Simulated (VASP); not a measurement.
# WSe2 (P6_3/mmc) in VASP: a series of runs

Runs on WSe2. Level: HSE06. Tasks: single point.

Program: VASP 6.6.1. These are calculated values, not measurements. Logs are shortened: lines on timing, memory, paths and dates and some standing lists are left out, and cuts for length are marked.

**1. Starting point**

It takes space group P6_3/mmc (No. 194, hexagonal). The conventional cell has a = 3.290 Å, b = 3.290 Å, c = 12.970 Å, α = 90.00°, β = 90.00°, γ = 120.00°. Around W (site symmetry -6m2) lie 6 Se at 2.53 Å. Around Se (site symmetry 3m) lie 3 W at 2.53 Å.

**2. Single point, HSE06, collinear spin, antiferromagnetic start**

Contents of POSCAR:

```
WSe2
1.0
    3.2899988200      0.0000000000      0.0000000000
   -1.6449994100      2.8492225500      0.0000000000
    0.0000000000      0.0000000000     12.9700014400
W Se
2 4
Direct
    0.3333333333      0.6666666667      0.2500000000
    0.6666666667      0.3333333333      0.7500000000
    0.3333333333      0.6666666667      0.6210000000
    0.6666666667      0.3333333333      0.1210000000
    0.3333333333      0.6666666667      0.8790000000
    0.6666666667      0.3333333333      0.3790000000
```

Contents of INCAR.step1:

```
PREC     = Accurate       # precision mode
ENCUT    = 450            # plane-wave cutoff, eV
EDIFF    = 1E-5           # SCF threshold, eV
ISMEAR   = 0              # smearing method
SIGMA    = 0.05           # smearing width, eV
LREAL    = False          # projectors in reciprocal space
LASPH    = True           # aspherical terms in the spheres
NELM     = 60             # most SCF steps
ALGO     = Normal         # electronic algorithm
ISIF     = 2              # what is computed and relaxed
LWAVE    = True           # write WAVECAR
LCHARG   = False          # write CHGCAR
ISPIN    = 2              # spin polarisation
MAGMOM   = 0.5 -0.5 0 0 0 0 # initial moments
LORBIT   = 11             # projections on sites
LMAXMIX  = 4              # l up to which the mixer works
GGA      = PE             # functional
```

Contents of INCAR.step2:

```
PREC     = Accurate       # precision mode
ENCUT    = 450            # plane-wave cutoff, eV
EDIFF    = 1E-6           # SCF threshold, eV
ISMEAR   = 0              # smearing method
SIGMA    = 0.05           # smearing width, eV
LREAL    = False          # projectors in reciprocal space
LASPH    = True           # aspherical terms in the spheres
NELM     = 60             # most SCF steps
ALGO     = Normal         # electronic algorithm
ISIF     = 2              # what is computed and relaxed
LWAVE    = False          # write WAVECAR
LCHARG   = False          # write CHGCAR
ISPIN    = 2              # spin polarisation
MAGMOM   = 0.5 -0.5 0 0 0 0 # initial moments
LORBIT   = 11             # projections on sites
LMAXMIX  = 4              # l up to which the mixer works
GGA      = PE             # functional
LHFCALC  = True           # exact exchange
HFSCREEN = 0.2            # screening, 1/A
PRECFOCK = Fast         
ISTART   = 1
```

Contents of KPOINTS:

```
regular mesh
0
Gamma
  4 4 1
```

Potentials or basis: VASP PAW PBE potentials, release 64 (W_sv, Se).

The run is started by

```
cat potpaw_PBE.64/W_sv/POTCAR potpaw_PBE.64/Se/POTCAR > POTCAR
cp INCAR.step1 INCAR
mpirun -np 1 vasp_std > vasp.out
cp INCAR.step2 INCAR
mpirun -np 1 vasp_std > vasp.out
```

OUTCAR:

```text
PREC = Accurate
   ENCUT = 450
   EDIFF = 1E-6
   ISMEAR = 0
   LREAL = False
   LASPH = True
   NELM = 60
   ISIF = 2
   ISPIN = 2
   LORBIT = 11
   GGA = PE
   LHFCALC = True
   HFSCREEN = 0.2
   PRECFOCK = Fast
   ISTART = 1

 ion  position               nearest neighbor table
   1  0.333  0.667  0.250-   4 2.53   6 2.53   4 2.53   6 2.53   4 2.53   6 2.53
   2  0.667  0.333  0.750-   3 2.53   5 2.53   3 2.53   5 2.53   3 2.53   5 2.53
   3  0.333  0.667  0.621-   2 2.53   2 2.53   2 2.53
   4  0.667  0.333  0.121-   1 2.53   1 2.53   1 2.53
   5  0.333  0.667  0.879-   2 2.53   2 2.53   2 2.53
   6  0.667  0.333  0.379-   1 2.53   1 2.53   1 2.53

  LATTYP: Found a hexagonal cell.
 ALAT       =     3.2899988200
 C/A-ratio  =     3.9422510917

  Lattice vectors:

 A1 = (   3.2899988200,   0.0000000000,   0.0000000000)
 A2 = (  -1.6449994100,   2.8492225500,   0.0000000000)
 A3 = (   0.0000000000,   0.0000000000,  12.9700014400)

Analysis of symmetry for initial positions (statically):
=====================================================================
 Subroutine PRICEL returns:
 Original cell was already a primitive cell.

 Routine SETGRP: Setting up the symmetry group for a
 hexagonal supercell.

 Subroutine GETGRP returns: Found 24 space group operations
 (whereof 12 operations were pure point group operations)
 out of a pool of 24 trial point group operations.

The static configuration has the point symmetry D_3d.
 The point group associated with its full space group is D_6h.

Analysis of symmetry for dynamics (positions and initial velocities):
=====================================================================
 Subroutine PRICEL returns:
 Original cell was already a primitive cell.

 Routine SETGRP: Setting up the symmetry group for a
 hexagonal supercell.

 Subroutine GETGRP returns: Found 24 space group operations
 (whereof 12 operations were pure point group operations)
 out of a pool of 24 trial point group operations.

The dynamic configuration has the point symmetry D_3d.
 The point group associated with its full space group is D_6h.

Analysis of structural, dynamic, and magnetic symmetry:
=====================================================================
 Subroutine PRICEL returns:
 Original cell was already a primitive cell.

 Routine SETGRP: Setting up the symmetry group for a
 hexagonal supercell.

 Subroutine GETGRP returns: Found 24 space group operations
 (whereof 12 operations were pure point group operations)
 out of a pool of 24 trial point group operations.

The overall configuration has the point symmetry D_3d.
 The point group associated with its full space group is D_6h.

 Subroutine INISYM returns: Found 24 space group operations
 (whereof 12 operations are pure point group operations),
 and found     1 'primitive' translations

----------------------------------------------------------------------------------------

                                     Primitive cell

  volume of cell :     121.5800

  direct lattice vectors                    reciprocal lattice vectors
     3.289998820  0.000000000  0.000000000     0.303951477  0.175486467  0.000000000
    -1.644999410  2.849222550  0.000000000     0.000000000  0.350972935  0.000000000
     0.000000000  0.000000000 12.970001440     0.000000000  0.000000000  0.077100994

  length of vectors
     3.289998820  3.289998814 12.970001440     0.350972934  0.350972935  0.077100994

  position of ions in fractional coordinates (direct lattice)
     0.333333333  0.666666667  0.250000000
     0.666666667  0.333333333  0.750000000
     0.333333333  0.666666667  0.621000000
     0.666666667  0.333333333  0.121000000
[... 42 lines left out ...]
  0.500000  0.000000  0.000000      3.000000
  0.250000  0.250000  0.000000      6.000000
   k-points           NKPTS =      4   k-points in BZ     NKDIM =     16   number of bands    NBANDS=     31
   number of dos      NEDOS =    301   number of ions     NIONS =      6
   total plane-waves  NPLWV =  51840
   dimension x,y,z NGX =    24 NGY =   24 NGZ =   90
   dimension x,y,z NGXF=    48 NGYF=   48 NGZF=  180
   ions per type =               2   4
   NGX,Y,Z   is equivalent  to a cutoff of  12.13, 12.13, 11.54 a.u.
   NGXF,Y,Z  is equivalent  to a cutoff of  24.25, 24.25, 23.07 a.u.
 SYSTEM =  unknown system
   PREC   = accura    normal or accurate (medium, high low for compatibility)
   ISTART =      1    job   : 0-new  1-cont  2-samecut
   ICHARG =      0    charge: 1-file 2-atom 10-const
   ISPIN  =      2    spin polarized calculation?
   LNONCOLLINEAR =      F non collinear calculations
   LSORBIT =      F    spin-orbit coupling
   LASPH  =      T    aspherical Exc in radial PAW
   ENCUT  =  450.0 eV  33.07 Ry    5.75 a.u.   5.69  5.69 22.43*2*pi/ulx,y,z
   NELM   =     60;   NELMIN=  2; NELMDL=  0     # of ELM steps
   EDIFF  = 0.1E-05   stopping-criterion for ELM
   LREAL  =      F    real-space projection
   EDIFFG = 0.1E-04   stopping-criterion for IOM
   NSW    =      0    number of steps for IOM
   IBRION =     -1    ionic relax: 0-MD 1-quasi-New 2-CG
   NFREE  =      0    steps in history (QN), initial steepest desc. (CG)
   ISIF   =      2    stress and relaxation
   ISYM   =      3    0-nonsym 1-usesym 2-fastsym
   POTIM  = 0.5000    time-step for ionic-motion
   TEBEG  =    0.0;   TEEND  =   0.0 temperature during run
   PSTRESS=    0.0 pullay stress
   NELECT =      52.0000    total number of electrons
   NUPDOWN=      -1.0000    fix difference up-down
   EMIN   =  10.00;   EMAX   =-10.00  energy-range for DOS
   EFERMI =   0.00;   METHOD = LEGACY
   ISMEAR =     0;   SIGMA  =   0.05  broadening in eV -4-tet -1-fermi 0-gaus
   EFERMI_NEDOS =   21; number of points for ismear=-14 and -15
   IALGO  =     38    algorithm
   IMIX   =      1    mixing-type and parameters
     AMIX     =   0.40;   BMIX     =  1.00
     AMIX_MAG =   1.60;   BMIX_MAG =  1.00
  volume/ion in A,a.u.               =      20.26       136.74
  Fermi-wavevector in a.u.,A,eV,Ry     =   1.233451  2.330884 20.699922  1.521401
  Thomas-Fermi vector in A             =   2.368181
   LORBIT       =     11    0 simple, 1 ext, 2 COOP (PROOUT), +10 PAW based schemes
   GGA     = PE    functional components
   LHFCALC =     T    Hartree Fock is set to
   PRECFOCK=fast      Normal, Fast or Accurate (Low or Medium for compatibility)
   ENCUT4O =  -1.0   cutoff for four orbital integrals eV
   NKREDX  =     1    reduce k-point grid by
   NKREDY  =     1    reduce k-point grid by
   NKREDZ  =     1    reduce k-point grid by
   AEXX    =    0.2500 exact exchange contribution
   HFSCREEN=    0.2000 screening length (either q_TF or 0.3 A-1)
   HFSCREENC=   0.2000 screening length for correlation (either q_TF or 0.3 A-1)
   ENCUTFOCK=  -1.0 apply spherical cutoff to Coloumb kernel
   IVDW    =     0    specifies the selected vdW correction
   LEPSILON=     F    determine dielectric tensor
   LRPA    =     F    only Hartree local field effects (RPA)
 spin polarized calculation
 Gauss-broadening in eV      SIGMA  =   0.05
  energy-cutoff  :      450.00
  volume of cell :      121.58
 maximum number of plane-waves:      2648
 NGX is ok and might be reduce to    24
  NGX = 14; NGY = 14; NGZ = 56

 number of electron      51.9999992 magnetization      -0.0000000

 number of electron      51.9999992 magnetization       0.0000000

 Free energy of the ion-electron system (eV)
  ---------------------------------------------------
  ext. energy  EPLUGINS =         0.00000000
  ---------------------------------------------------
  free energy    TOTEN  =       -51.71165452 eV

  energy without entropy =      -51.71165452  energy(sigma->0) =      -51.71165452

 E-fermi :   6.2850     XC(G=0):  -8.8581

 val. band max:        5.9194624465   @ k =   0.0000   0.0000   0.0000
 cond. band min:       7.7805427262   @ k =   0.2500   0.0000   0.0000
 fundamental gap:      1.8610802796
 Fermi energy:         6.2849695906

 spin component 1

 k-point     1 :       0.0000    0.0000    0.0000
  band No.  band energies     occupation
      1     -72.4827      1.00000
      2     -72.4826      1.00000
      3     -35.2655      1.00000
      4     -35.2654      1.00000
      5     -35.1070      1.00000
      6     -35.1070      1.00000
[... 125 lines left out ...]
     30       9.0630      0.00000
     31       9.2694      0.00000
 Fermi energy:         6.2849695906

 spin component 2

 k-point     1 :       0.0000    0.0000    0.0000
  band No.  band energies     occupation
      1     -72.4827      1.00000
      2     -72.4826      1.00000
      3     -35.2655      1.00000
      4     -35.2654      1.00000
      5     -35.1070      1.00000
      6     -35.1070      1.00000
[... 125 lines left out ...]
     30       9.0630      0.00000
     31       9.2694      0.00000

------------------------ aborting loop because EDIFF is reached ----------------------------------------

  FORCE on cell =-STRESS in cart. coord.  units (eV):
  Direction    XX          YY          ZZ          XY          YZ          ZX
  --------------------------------------------------------------------------------------
  -------------------------------------------------------------------------------------
  Total       -0.9446667     -0.9446667     -0.6679636      0.0000000      0.0000000      0.0000000
  in kB      -12.4487877    -12.4487876     -8.8024032      0.0000000      0.0000000      0.0000000
  external PRESSURE =     -11.2333262 kB  Pullay stress =       0.0000000 kB

 VOLUME and BASIS-vectors are now :
 -----------------------------------------------------------------------------
  energy-cutoff  :      450.00
  volume of cell :      121.58
      direct lattice vectors                 reciprocal lattice vectors
     3.289998820  0.000000000  0.000000000     0.303951477  0.175486467  0.000000000
    -1.644999410  2.849222550  0.000000000     0.000000000  0.350972935  0.000000000
     0.000000000  0.000000000 12.970001440     0.000000000  0.000000000  0.077100994

 POSITION                                       TOTAL-FORCE (eV/Angst)
 -----------------------------------------------------------------------------------
     -0.00000      1.89948      3.24250        -0.000000      0.000000      0.000000
      1.64500      0.94974      9.72750         0.000000     -0.000000      0.000000
     -0.00000      1.89948      8.05437        -0.000000     -0.000000      0.493170
      1.64500      0.94974      1.56937         0.000000      0.000000      0.493170
     -0.00000      1.89948     11.40063         0.000000     -0.000000     -0.493170
      1.64500      0.94974      4.91563         0.000000     -0.000000     -0.493170
 -----------------------------------------------------------------------------------
    total drift:                               -0.000001      0.000018     -0.000033

  FREE ENERGIE OF THE ION-ELECTRON SYSTEM (eV)
  ---------------------------------------------------
  free  energy   TOTEN  =       -51.7116545230 eV

  energy  without entropy=      -51.7116545230  energy(sigma->0) =      -51.71165452

 total charge

# of ion       s       p       d       tot
------------------------------------------
    1        2.298   6.291   3.345  11.933
    2        2.298   6.291   3.345  11.933
    3        1.488   2.392   0.072   3.952
    4        1.488   2.392   0.072   3.952
    5        1.488   2.392   0.072   3.952
    6        1.488   2.392   0.072   3.952
--------------------------------------------------
tot         10.549  22.149   6.978  39.676

 magnetization (x)

# of ion       s       p       d       tot
------------------------------------------
    1       -0.000  -0.000  -0.000  -0.000
    2        0.000   0.000   0.000   0.000
    3       -0.000  -0.000   0.000  -0.000
    4        0.000   0.000  -0.000   0.000
    5       -0.000  -0.000   0.000  -0.000
    6        0.000   0.000  -0.000   0.000
--------------------------------------------------
tot          0.000   0.000   0.000   0.000
```

Run time: 19 min. Hardware: 1 thread of Intel Xeon Platinum 8259CL at 2.50GHz (Skylake/Cascade Lake), shared host; peak memory 0.37 GiB.

Results:

* Free energy: -51.7117 eV
* Pressure: -1.1 GPa
* Largest force: 0.493 eV/Å
* Band gap on the k mesh: 1.86 eV, indirect (least direct gap 2.75 eV)
* Net moment: 0.00 μB per cell
* Valence electrons inside the program's atomic spheres: W 11.93; Se 3.95

Forces in eV/Å, atoms in the order of the input:
```
W    0.000  0.000  0.000
W    0.000  0.000  0.000
Se   0.000  0.000  0.493
Se   0.000  0.000  0.493
Se   0.000  0.000 -0.493
Se   0.000  0.000 -0.493
```

Caveat: the k mesh is coarse (spacing up to 0.55 Å⁻¹), so the values aren't converged, least of all with exact exchange; the PAW data sets were made with another functional, which shifts forces and pressure a little; spin-orbit coupling is left out, which moves the levels of the heavy elements; an odd mesh through Γ misses points on the zone boundary, where band edges often lie; this functional lacks dispersion, which binds the layers, so the pressure and a relaxed spacing across them are unreliable.

[end of part 1 of 2]
